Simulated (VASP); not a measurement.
# GaCo, band structure: which settings are enough?

GaCo, Pm-3m (no. 221), 2 atoms in the cell. R2SCAN, DFT+U; PAW potentials Ga_d, Co (PBE set). VASP 6.6.1.

Wanted: band energies at the path's corners within 0.02 eV.

What the run is for: bands; Accuracy asked: standard; Route: KPOINTS_OPT.

Band energies at the path's corners: counted from the Fermi level of the mesh, whose own shifts they hold.

POSCAR:
```
GaCo
1.0
    2.8780000000      0.0000000000      0.0000000000
    0.0000000000      2.8780000000      0.0000000000
    0.0000000000      0.0000000000      2.8780000000
Ga Co
1 1
Direct
    0.5000000000      0.5000000000      0.5000000000
    0.0000000000      0.0000000000      0.0000000000
```

The series start from Plane-wave cutoff (eV): 330; Smearing width (eV): 0.1; k-point mesh: 10 × 10 × 10; Electronic threshold (eV): 1e-6; Precision mode (PREC): Accurate; Highest l that the mixer handles (LMAXMIX): 4. Each series keeps the choices made before it, and each single choice may use up half of a tolerance.

## Plane-wave cutoff (eV)

| Plane-wave cutoff (eV) | Band energies at the path's corners, largest deviation (eV) | Time (s) |
|---|---|---|
| 230 | 0.083 | 14 |
| 280 | 0.051 | 18 |
| 330 | 0.036 | 33 |
| 370 | 0.016 | 32 |
| 460 | 0.001 | 40 |
| 580 (reference) | 0.000 | 39 |

Chosen: 460, the loosest value from which every tighter one stays within half of the tolerance.

## Smearing width (eV)

| Smearing width (eV) | Band energies at the path's corners, largest deviation (eV) | Time (s) |
|---|---|---|
| 0.4 | 0.061 | 38 |
| 0.3 | 0.046 | 36 |
| 0.2 | 0.042 | 40 |
| 0.15 | 0.029 | 38 |
| 0.1 | 0.012 | 40 |
| 0.05 (reference) | 0.000 | 37 |

Chosen: 0.05; the next looser run is off by more than half of the tolerance, so convergence isn't shown beyond this value.

## k-point mesh

| k-point mesh | Band energies at the path's corners, largest deviation (eV) | Time (s) |
|---|---|---|
| 4 × 4 × 4 | 0.317 | 43 |
| 5 × 5 × 5 | 0.350 | 22 |
| 7 × 7 × 7 | 0.129 | 28 |
| 8 × 8 × 8 | 0.146 | 34 |
| 10 × 10 × 10 | 0.037 | 37 |
| 13 × 13 × 13 | 0.083 | 56 |
| 15 × 15 × 15 | 0.040 | 71 |
| 18 × 18 × 18 | 0.031 | 99 |
| 21 × 21 × 21 (reference) | 0.000 | 118 |

Chosen: 21 × 21 × 21; the next looser run is off by more than half of the tolerance, so convergence isn't shown beyond this value.

## Electronic threshold (eV)

| Electronic threshold (eV) | Band energies at the path's corners, largest deviation (eV) | Time (s) |
|---|---|---|
| 0.001 | 0.016 | 98 |
| 0.0001 | 0.004 | 99 |
| 1e-5 | 0.001 | 106 |
| 1e-6 | 0.001 | 118 |
| 1e-7 (reference) | 0.000 | 132 |

Chosen: 0.0001.

## Precision mode (PREC)

| Precision mode (PREC) | Band energies at the path's corners, largest deviation (eV) | Time (s) |
|---|---|---|
| SingleN | 0.043 | 39 |
| Normal | 0.002 | 39 |
| Accurate (reference) | 0.000 | 99 |

Chosen: Normal.

## Highest l that the mixer handles (LMAXMIX)

| Highest l that the mixer handles (LMAXMIX) | Band energies at the path's corners, largest deviation (eV) | Time (s) |
|---|---|---|
| 4 | 0.000 | 39 |
| 2 | 0.010 | 36 |
| 6 | 0.000 | 38 |

Chosen: 4; no other choice that stays within half of the tolerance saves 30 % of the time.

## All choices together

| Input | Band energies at the path's corners, largest deviation (eV) | Time (s) |
|---|---|---|
| the program's defaults (naive) | 1.654 | 3.3 |
| chosen settings | 0.007 | 39 |
| reference settings throughout | 0.000 | 122 |

The chosen settings stay within the tolerance of the reference run, but the reference itself isn't shown to be converged in: Smearing width (eV), k-point mesh.

## The input

INCAR:
```
  ALGO = Normal
  EDIFF = 1E-4
  ENCUT = 460
  GGA_COMPAT = False
  ISMEAR = 1
  ISPIN = 2
  KPAR = 4
  LASPH = True
  LCHARG = False
  LDAU = True
  LDAUJ = 0 0
  LDAUL = -1 2
  LDAUTYPE = 2
  LDAUU = 0 5
  LMAXMIX = 4
  LMIXTAU = True
  LORBIT = 11
  LREAL = False
  LWAVE = False
  MAGMOM = 0 2
  METAGGA = R2SCAN
  NBANDS = 23
  NELM = 200
  PREC = Normal
  SIGMA = 0.05
```

KPOINTS:
```
Automatic mesh
0
Gamma
  21 21 21
  0 0 0
```

KPOINTS_OPT:
```
path GXMGRX,MR
12
line-mode
reciprocal
 0.0000000000  0.0000000000  0.0000000000  G
 0.0000000000  0.5000000000  0.0000000000  X

 0.0000000000  0.5000000000  0.0000000000  X
 0.5000000000  0.5000000000  0.0000000000  M

 0.5000000000  0.5000000000  0.0000000000  M
 0.0000000000  0.0000000000  0.0000000000  G

 0.0000000000  0.0000000000  0.0000000000  G
 0.5000000000  0.5000000000  0.5000000000  R

 0.5000000000  0.5000000000  0.5000000000  R
 0.0000000000  0.5000000000  0.0000000000  X

 0.5000000000  0.5000000000  0.0000000000  M
 0.5000000000  0.5000000000  0.5000000000  R
```

Commands:
```
cat potpaw_PBE.64/Ga_d/POTCAR potpaw_PBE.64/Co/POTCAR > POTCAR
mpirun -np 4 vasp_std > vasp.out
```

The chosen input took VASP 6.6.1 39 s on 4 cores (Intel Xeon 6975P-C (Granite Rapids)), a shared host.

## An input that fails: fixed density asked without a density file

VASP's message: ERROR: charge density could not be read from file CHGCAR for ICHARG>10.

Changes against the starting input:
```
- NELM = 200
+ NELM = 98
+ ICHARG = 11
```
